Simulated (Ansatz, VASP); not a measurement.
# Two plane-wave programs on TiH3

```
Ti H
1.0
    -1.86021    1.86021    1.86021
     1.86021   -1.86021    1.86021
     1.86021    1.86021   -1.86021
Ti H
1 3
Direct
  0.00000 0.00000 0.00000
  0.00000 0.50000 0.50000
  0.50000 0.00000 0.50000
  0.50000 0.50000 0.00000
```

Alike in both runs: task single point; functional PBE; k mesh 6 × 6 × 6; occupations gaussian, width 0.1 eV; collinear spin.

```csv
,VASP,Ansatz
version,VASP 6.6.1,Ansatz 0.2.0
potentials or method,"VASP PAW PBE potentials, release 64 (Ti_sv, H)","scalar-relativistic, plane waves, PAW"
plane-wave cutoff (eV),520,420
valence electrons in the cell,15,15
```

|  | VASP | Ansatz | Ansatz less VASP |
| --- | --- | --- | --- |
| gap on the k mesh at the Fermi level (eV) | none | none | - |
| pressure (GPa) | -0.2 | -0.1 | +0.09 |
| net moment per atom (μB) | 0.05 | 0.05 | 0.000 |
| size of the moment on the site where the two differ most (μB) | 0.20 | 0.13 | -0.062 |

Site moments also hang on the region over which each program counts them. A gap of «none» marks a metal or a gap that the smearing closes.

Caveats: the k mesh is coarse (spacing up to 0.40 Å⁻¹), so the values aren't converged.
